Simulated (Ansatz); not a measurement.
Ti: strain energy, fitted

Ti, P6_3/mmc, a = 2.936 Å, c = 4.636 Å. Ansatz: r2SCAN, PAW, 500 eV, Γ-centred 24×24×12 mesh on 2 atoms, Gaussian smearing 0.10 eV; no spin polarisation. Series: strain along c alone, the other axes held, atoms fixed by symmetry; x is the strain in per cent. y is the free energy over the unstrained cell, V0 = 17.303 Å³/atom.

```
x (%) y (meV/atom)
 -3.0             ?
 -2.0          4.44
 -1.0          1.11
  0.0          0.00
  1.0          1.00
  2.0          4.05
  3.0          9.09
```

Fit y = c2 x² + c3 x³ to the other rows, turn c2 into a modulus, and predict the missing energy.

Least squares on the rows shown. y = 1.067 x² − 0.01993 x³. In eV per unit strain² c2 is 10.67; this is C33 with relaxed ions (E = ½ C33 V0 ε²): 2 × 10.67 × 160.2 / (17.303) = 198 GPa. The unstrained cell keeps some stress along the strain, worth a slope of -0.05 meV/atom per %, which the form leaves out. At x = -3.0 the fit asked for gives 10.14 meV/atom. The run gave 10.12 meV/atom, so the fit is 0.02 meV/atom too high, within the rms miss on the fitted rows (0.04 meV/atom).